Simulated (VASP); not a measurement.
# ZrC (Fm-3m) in VASP: further runs, part 2 of 2

VASP 6.6.1. Earlier steps stand in the parts before.

## Step 3: Single point, PBEsol

INCAR

```
  ALGO = Fast
  EDIFF = 1E-6
  ENCUT = 520
  GGA = PS
  ISIF = 2
  ISMEAR = 0
  LASPH = True
  LCHARG = False
  LREAL = False
  LWAVE = False
  NBANDS = 15
  NELM = 80
  PREC = Accurate
  SIGMA = 0.15
```

KPOINTS

```
k-points
0
Gamma
  18 18 18
```

POSCAR

```
ZrC
1.0
    0.0000000000      2.3502100000      2.3502100000
    2.3502100000      0.0000000000      2.3502100000
    2.3502100000      2.3502100000      0.0000000000
Zr C
1 1
Direct
    0.5000000000      0.5000000000      0.5000000000
    0.0000000000      0.0000000000      0.0000000000
```

Potentials or basis: VASP PAW PBE potentials, release 64 (Zr_sv, C).

Started as:

```bash
> cat potpaw_PBE.64/Zr_sv/POTCAR potpaw_PBE.64/C/POTCAR > POTCAR
> mpirun -np 1 vasp_std > vasp.out
```

OUTCAR:

```text
EDIFF = 1E-6
   ENCUT = 520
   GGA = PS
   ISIF = 2
   ISMEAR = 0
   LASPH = True
   LREAL = False
   NELM = 80
   PREC = Accurate

 ion  position               nearest neighbor table
   1  0.500  0.500  0.500-   2 2.35   2 2.35   2 2.35   2 2.35   2 2.35   2 2.35
   2  0.000  0.000  0.000-   1 2.35   1 2.35   1 2.35   1 2.35   1 2.35   1 2.35

  LATTYP: Found a face centered cubic cell.
 ALAT       =     4.7004200000

  Lattice vectors:

 A1 = (   0.0000000000,   2.3502100000,   2.3502100000)
 A2 = (   2.3502100000,   0.0000000000,   2.3502100000)
 A3 = (   2.3502100000,   2.3502100000,   0.0000000000)

Analysis of symmetry for initial positions (statically):
=====================================================================
 Subroutine PRICEL returns:
 Original cell was already a primitive cell.

 Routine SETGRP: Setting up the symmetry group for a
 face centered cubic supercell.

 Subroutine GETGRP returns: Found 48 space group operations
 (whereof 48 operations were pure point group operations)
 out of a pool of 48 trial point group operations.

The static configuration has the point symmetry O_h .

Analysis of symmetry for dynamics (positions and initial velocities):
[... 180 lines left out ...]
     10      10.5493      0.00000
     11      10.5493      0.00000
     12      12.2978      0.00000
     13      12.2978      0.00000
     14      16.7853      0.00000
[... 401 lines left out ...]
      2     -16.6509      2.00000
      3     -16.2920      2.00000
      4     -16.2500      2.00000
      5      -0.5600      2.00000
      6       6.7971      2.00000
      7       7.6488      2.00000
      8       7.9579      2.00000
      9      11.6742      0.00000
     10      12.0195      0.00000
     11      12.6310      0.00000
     12      15.4475      0.00000
     13      16.7170      0.00000
     14      18.6223      0.00000
     15      22.5481      0.00000

 [... further k-points ...]

------------------------ aborting loop because EDIFF is reached ----------------------------------------

  FORCE on cell =-STRESS in cart. coord.  units (eV):
  Direction    XX          YY          ZZ          XY          YZ          ZX
  --------------------------------------------------------------------------------------
  -------------------------------------------------------------------------------------
  Total       -0.6785574     -0.6785574     -0.6785574      0.0000000      0.0000000     -0.0000000
  in kB      -41.8742615    -41.8742615    -41.8742615      0.0000000      0.0000000     -0.0000000
  external PRESSURE =     -41.8742615 kB  Pullay stress =       0.0000000 kB

 VOLUME and BASIS-vectors are now :
 -----------------------------------------------------------------------------
  energy-cutoff  :      520.00
  volume of cell :       25.96
      direct lattice vectors                 reciprocal lattice vectors
     0.000000000  2.350210000  2.350210000    -0.212746946  0.212746946  0.212746946
     2.350210000  0.000000000  2.350210000     0.212746946 -0.212746946  0.212746946
     2.350210000  2.350210000  0.000000000     0.212746946  0.212746946 -0.212746946

 POSITION                                       TOTAL-FORCE (eV/Angst)
 -----------------------------------------------------------------------------------
      2.35021      2.35021      2.35021         0.000000     -0.000000      0.000000
      0.00000      0.00000      0.00000        -0.000000      0.000000     -0.000000
 -----------------------------------------------------------------------------------
    total drift:                                0.000000      0.000000      0.000000

  FREE ENERGIE OF THE ION-ELECTRON SYSTEM (eV)
  ---------------------------------------------------
  free  energy   TOTEN  =       -20.5685660586 eV

  energy  without entropy=      -20.5648847052  energy(sigma->0) =      -20.56672538
```

OSZICAR:

```text
N       E                     dE             d eps       ncg     rms          rms(c)
DAV:   1     0.992081080230E+02    0.99208E+02   -0.85949E+03  5850   0.108E+03
DAV:   2    -0.176152003743E+02   -0.11682E+03   -0.10927E+03  7404   0.287E+02
DAV:   3    -0.236750851668E+02   -0.60599E+01   -0.60212E+01  9882   0.553E+01
DAV:   4    -0.237993770891E+02   -0.12429E+00   -0.12423E+00  7062   0.563E+00
DAV:   5    -0.238006759415E+02   -0.12989E-02   -0.12988E-02  7765   0.509E-01    0.208E+01
RMM:   6    -0.207394651768E+02    0.30612E+01   -0.42847E+00  6184   0.118E+01    0.862E+00
RMM:   7    -0.205884007334E+02    0.15106E+00   -0.21746E-01  6977   0.354E+00    0.596E+00
RMM:   8    -0.205699268359E+02    0.18474E-01   -0.15235E-01  7370   0.273E+00    0.167E+00
RMM:   9    -0.205671685103E+02    0.27583E-02   -0.32906E-02  8160   0.120E+00    0.524E-01
RMM:  10    -0.205681572157E+02   -0.98871E-03   -0.89159E-03  8628   0.576E-01    0.126E-01
RMM:  11    -0.205684539436E+02   -0.29673E-03   -0.24660E-03  8919   0.286E-01    0.969E-02
RMM:  12    -0.205685366990E+02   -0.82755E-04   -0.56676E-04  9011   0.137E-01    0.735E-02
RMM:  13    -0.205685545110E+02   -0.17812E-04   -0.16748E-04  8933   0.931E-02    0.319E-02
RMM:  14    -0.205685623027E+02   -0.77917E-05   -0.51393E-05  8741   0.455E-02    0.999E-03
RMM:  15    -0.205685654328E+02   -0.31300E-05   -0.17735E-05  7651   0.313E-02    0.410E-03
RMM:  16    -0.205685660586E+02   -0.62588E-06   -0.56976E-06  6109   0.110E-02
   1 F= -.20568566E+02 E0= -.20566725E+02  d E =-.368135E-02
```

Wall time 53 s (1 thread of Intel Xeon 6975P-C (Granite Rapids), shared host); peak memory 0.2 GiB.

Results:

```
Free energy            : -20.5686 eV
Pressure               : -4.2 GPa
Band gap on the k mesh : none (metal or under the smearing width)
```

Caveat: the PAW data sets were made with another functional, which shifts forces and pressure a little.
